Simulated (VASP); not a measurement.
# InSe in VASP: relaxation of cell and atoms with PBE+D3(BJ)

Aim: the relaxation of cell and atoms of InSe with PBE+D3(BJ).

All numbers are computed with VASP 6.6.1; they aren't measurements. Logs are shortened: lines on timing, memory, paths and dates and some standing lists are left out, and cuts for length are marked.

### 1 Starting point

The cell holds a slab with vacuum, 4 atoms: a = 4.027 Å, b = 4.027 Å, c = 23.358 Å, α = 90.00°, β = 90.00°, γ = 120.00°.

### 2 Relaxation of cell and atoms, PBE+D3(BJ)

INCAR

```
SYSTEM = InSe
ALGO = Normal ; EDIFF = 1E-7
EDIFFG = -0.005 ; ENCUT = 600
GGA = PE ; IBRION = 2
ISIF = 3 ; ISMEAR = 0
IVDW = 12 ; KPAR = 4
LASPH = .True. ; LATTICE_CONSTRAINTS = .TRUE. .TRUE. .FALSE.
LCHARG = .False. ; LREAL = .False.
LWAVE = .False. ; NELM = 80
NSW = 90 ; PREC = Accurate
SIGMA = 0.03
```

KPOINTS

```
k-points
0
Gamma
  9 9 1
  0 0 0
```

POSCAR

```
InSe                                    
1.0
    4.0274708404     -0.0000000000      0.0000000000
   -2.0137354202      3.4878920658      0.0000000000
    0.0000000000      0.0000000000     23.3577120000
  Se              In            
     2     2
Direct
     0.0000000000000000    0.0000000000000000    0.3846576374048573
     0.0000000000000000    0.0000000000000000    0.6152875315982658
     0.6666666699999979    0.3333333300000021    0.4401346640433567
     0.6666666699999979    0.3333333300000021    0.5597756369535200
```

Potentials or basis: VASP PAW PBE potentials, release 64 (Se, In_d).

Run with:

```bash
> cat potpaw_PBE.64/Se/POTCAR potpaw_PBE.64/In_d/POTCAR > POTCAR
> mpirun -np 4 vasp_std > vasp.out
```

OUTCAR:

```text
SYSTEM = InSe
   EDIFF = 1E-7
   EDIFFG = -0.005
   ENCUT = 600
   GGA = PE
   IBRION = 2
   ISIF = 3
   ISMEAR = 0
   IVDW = 12
   LASPH = .True.
   LREAL = .False.
   NELM = 80
   NSW = 90
   PREC = Accurate
 IVDW          = 12

 ion  position               nearest neighbor table
   1  0.000  0.000  0.385-   3 2.66   3 2.66   3 2.66
   2  0.000  0.000  0.615-   4 2.66   4 2.66   4 2.66
   3  0.667  0.333  0.440-   1 2.66   1 2.66   1 2.66   4 2.79
   4  0.667  0.333  0.560-   2 2.66   2 2.66   2 2.66   3 2.79

  LATTYP: Found a hexagonal cell.
 ALAT       =     4.0274708404
 C/A-ratio  =     5.7995980420

  Lattice vectors:

 A1 = (   4.0274708404,   0.0000000000,   0.0000000000)
 A2 = (  -2.0137354202,   3.4878920658,   0.0000000000)
 A3 = (   0.0000000000,   0.0000000000,  23.3577120000)

Analysis of symmetry for initial positions (statically):
=====================================================================
 Subroutine PRICEL returns:
 Original cell was already a primitive cell.

 Routine SETGRP: Setting up the symmetry group for a
 hexagonal supercell.

 Subroutine GETGRP returns: Found  6 space group operations
 (whereof  6 operations were pure point group operations)
 out of a pool of 24 trial point group operations.

The static configuration has the point symmetry C_3v.

Analysis of symmetry for dynamics (positions and initial velocities):
=====================================================================
 Subroutine PRICEL returns:
 Original cell was already a primitive cell.

 Routine SETGRP: Setting up the symmetry group for a
 hexagonal supercell.

 Subroutine GETGRP returns: Found  6 space group operations
 (whereof  6 operations were pure point group operations)
 out of a pool of 24 trial point group operations.

The dynamic configuration has the point symmetry C_3v.

 Subroutine INISYM returns: Found  6 space group operations
 (whereof  6 operations are pure point group operations),
 and found     1 'primitive' translations

----------------------------------------------------------------------------------------

                                     Primitive cell

  volume of cell :     328.1147

  direct lattice vectors                    reciprocal lattice vectors
     4.027470840  0.000000000  0.000000000     0.248294783  0.143353060  0.000000000
    -2.013735420  3.487892066  0.000000000     0.000000000  0.286706120  0.000000000
     0.000000000  0.000000000 23.357712000     0.000000000  0.000000000  0.042812412

  length of vectors
     4.027470840  4.027470845 23.357712000     0.286706120  0.286706120  0.042812412

  position of ions in fractional coordinates (direct lattice)
     0.000000000  0.000000000  0.384657637
     0.000000000  0.000000000  0.615287532
     0.666666670  0.333333330  0.440134664
     0.666666670  0.333333330  0.559775637

  ion indices of the primitive-cell ions
   primitive index   ion index
                 1           1
                 2           2
                 3           3
                 4           4

----------------------------------------------------------------------------------------

 KPOINTS: k-points

Automatic generation of k-mesh.
 Grid dimensions read from file:
 generate k-points for:    9    9    1

 Generating k-lattice:

  Cartesian coordinates                     Fractional coordinates (reciprocal lattice)
     0.027588309  0.015928118  0.000000000     0.111111111 -0.000000000  0.000000000
     0.000000000  0.031856236  0.000000000     0.000000000  0.111111111  0.000000000
     0.000000000  0.000000000  0.042812412     0.000000000  0.000000000  1.000000000

  Length of vectors
     0.031856236  0.031856236  0.042812412
[... 47 lines left out ...]
   ISIF   =      3    stress and relaxation
   ISYM   =      2    0-nonsym 1-usesym 2-fastsym
   POTIM  = 0.5000    time-step for ionic-motion
   TEBEG  =    0.0;   TEEND  =   0.0 temperature during run
   PSTRESS=    0.0 pullay stress
   NELECT =      38.0000    total number of electrons
   NUPDOWN=      -1.0000    fix difference up-down
   EMIN   =  10.00;   EMAX   =-10.00  energy-range for DOS
   EFERMI =   0.00;   METHOD = LEGACY
   ISMEAR =     0;   SIGMA  =   0.03  broadening in eV -4-tet -1-fermi 0-gaus
   EFERMI_NEDOS =   21; number of points for ismear=-14 and -15
   IALGO  =     38    algorithm
   IMIX   =      4    mixing-type and parameters
     AMIX     =   0.40;   BMIX     =  1.00
     AMIX_MAG =   1.60;   BMIX_MAG =  1.00
  volume/ion in A,a.u.               =      82.03       553.56
  Fermi-wavevector in a.u.,A,eV,Ry     =   0.797984  1.507971  8.663894  0.636778
  Thomas-Fermi vector in A             =   1.904807
   LORBIT       =      0    0 simple, 1 ext, 2 COOP (PROOUT), +10 PAW based schemes
   GGA     = PE    functional components
   LHFCALC =     F    Hartree Fock is set to
   AEXX    =    0.0000 exact exchange contribution
   IVDW    =    12    specifies the selected vdW correction
   LEPSILON=     F    determine dielectric tensor
   LRPA    =     F    only Hartree local field effects (RPA)
 conjugate gradient relaxation of ions
 non-spin polarized calculation
 Gauss-broadening in eV      SIGMA  =   0.03
  energy-cutoff  :      600.00
  volume of cell :      328.11
 maximum number of plane-waves:     10994
   NGX = 17   NGY = 17   NGZ = 93

--------------------------------------- Ionic step        1  -------------------------------------------

 number of electron      38.0000002 magnetization

 Free energy of the ion-electron system (eV)
  ---------------------------------------------------
  ext. energy  EPLUGINS =         0.00000000
  ---------------------------------------------------
  free energy    TOTEN  =       -14.20317117 eV

  energy without entropy =      -14.20317117  energy(sigma->0) =      -14.20317117

------------------------ aborting loop because EDIFF is reached ----------------------------------------

 Edisp (eV)   -0.88643

 E8    (eV) :    -0.4272

  FORCE on cell =-STRESS in cart. coord.  units (eV):
  Direction    XX          YY          ZZ          XY          YZ          ZX
  --------------------------------------------------------------------------------------
  -------------------------------------------------------------------------------------
  Total       0.00734     0.00734     0.00800    -0.00000     0.00000     0.00000
  in kB       0.03584     0.03584     0.03908    -0.00000     0.00000     0.00000
  external pressure =        0.04 kB  Pullay stress =        0.00 kB

 VOLUME and BASIS-vectors are now :
 -----------------------------------------------------------------------------
  energy-cutoff  :      600.00
  volume of cell :      328.11
      direct lattice vectors                 reciprocal lattice vectors
     4.027470840  0.000000000  0.000000000     0.248294783  0.143353060  0.000000000
    -2.013735420  3.487892066  0.000000000     0.000000000  0.286706120  0.000000000
     0.000000000  0.000000000 23.357712000     0.000000000  0.000000000  0.042812412

 POSITION                                       TOTAL-FORCE (eV/Angst)
 -----------------------------------------------------------------------------------
      0.00000      0.00000      8.98472         0.000000     -0.000000     -0.008889
      0.00000      0.00000     14.37171         0.000000     -0.000000      0.003590
      2.01374      1.16263     10.28054        -0.000000      0.000000      0.008209
      2.01374      1.16263     13.07508         0.000000      0.000000     -0.002910
 -----------------------------------------------------------------------------------
    total drift:                               -0.000016      0.000009     -0.000133

  FREE ENERGIE OF THE ION-ELECTRON SYSTEM (eV)
  ---------------------------------------------------
  free  energy   TOTEN  =       -15.0896052503 eV

  energy  without entropy=      -15.0896052503  energy(sigma->0) =      -15.08960525

--------------------------------------- Ionic step        2  -------------------------------------------

 number of electron      38.0000002 magnetization

 Free energy of the ion-electron system (eV)
  ---------------------------------------------------
  ext. energy  EPLUGINS =         0.00000000
  ---------------------------------------------------
  free energy    TOTEN  =       -14.20335795 eV

  energy without entropy =      -14.20335795  energy(sigma->0) =      -14.20335795

 E-fermi :  -2.5242     XC(G=0):  -3.6246

 val. band max:       -2.6794297022   @ k =   0.1111   0.1111   0.0000
 cond. band min:      -1.0564839482   @ k =   0.0000   0.0000   0.0000
 fundamental gap:      1.6229457540
 Fermi energy:        -2.5242064656

 k-point     1 :       0.0000    0.0000    0.0000
  band No.  band energies     occupation
      1     -16.6844      2.00000
      2     -16.5008      2.00000
      3     -16.5008      2.00000
      4     -16.4181      2.00000
      5     -16.4181      2.00000
      6     -16.4113      2.00000
[... 301 lines left out ...]
     22       1.3652      0.00000
     23       2.3718      0.00000

------------------------ aborting loop because EDIFF is reached ----------------------------------------

 Edisp (eV)   -0.88625

 E8    (eV) :    -0.4271

  FORCE on cell =-STRESS in cart. coord.  units (eV):
  Direction    XX          YY          ZZ          XY          YZ          ZX
  --------------------------------------------------------------------------------------
  -------------------------------------------------------------------------------------
  Total      -0.00887    -0.00887     0.00294     0.00000     0.00000     0.00000
  in kB      -0.04330    -0.04330     0.01435     0.00000     0.00000     0.00000
  external pressure =       -0.02 kB  Pullay stress =        0.00 kB

 VOLUME and BASIS-vectors are now :
 -----------------------------------------------------------------------------
  energy-cutoff  :      600.00
  volume of cell :      328.17
      direct lattice vectors                 reciprocal lattice vectors
     4.027827370 -0.000000000  0.000000000     0.248272805  0.143340371  0.000000000
    -2.013913685  3.488200830  0.000000000     0.000000000  0.286680741  0.000000000
     0.000000000  0.000000000 23.357712000     0.000000000  0.000000000  0.042812412

 POSITION                                       TOTAL-FORCE (eV/Angst)
 -----------------------------------------------------------------------------------
      2.01391      3.48820      8.98429         0.000000     -0.000000     -0.002252
     -2.01391      3.48820     14.37188         0.000000     -0.000000      0.000317
      2.01391      1.16273     10.28093        -0.000000      0.000000     -0.001151
      2.01391      1.16273     13.07494         0.000000     -0.000000      0.003086
 -----------------------------------------------------------------------------------
    total drift:                               -0.000016      0.000009     -0.000120

  FREE ENERGIE OF THE ION-ELECTRON SYSTEM (eV)
  ---------------------------------------------------
  free  energy   TOTEN  =       -15.0896082373 eV

  energy  without entropy=      -15.0896082373  energy(sigma->0) =      -15.08960824

 reached required accuracy - stopping structural energy minimisation
```

Wall time 61 s (4 MPI ranks of AMD EPYC 9R14 (Zen 4), shared host); peak memory 0.55 GiB.

What came out:

| Property | Result |
| --- | --- |
| Free energy | -15.0896 eV |
| Relaxed volume | 82.04 Å³/atom |
| Relaxed cell | a = 4.028 Å, b = 4.028 Å, c = 23.358 Å, α = 90.00°, β = 90.00°, γ = 120.00° |
| Space group after relaxing (to 0.05 Å) | P-6m2 (No. 187) |
| Energy gained by relaxing | 0.0 meV/atom |
| Ionic steps | 2 |
| Largest force after relaxing | 0.003 eV/Å |
| Band gap on the k mesh | 1.62 eV, indirect (least direct gap 1.69 eV) |
| Dispersion energy per atom | -0.222 eV |

Forces on the atoms (eV/Å):
```
Se   0.000  0.000 -0.002
Se   0.000  0.000  0.000
In   0.000  0.000 -0.001
In   0.000  0.000  0.003
```

Final structure:
```
Se In
1.0
     4.02783    0.00000    0.00000
    -2.01391    3.48820    0.00000
     0.00000    0.00000   23.35771
Se In
2 2
Direct
  0.00000 0.00000 0.38464
  0.00000 0.00000 0.61529
  0.66667 0.33333 0.44015
  0.66667 0.33333 0.55977
```

Caveat: spin-orbit coupling is left out, which moves the levels of the heavy elements.
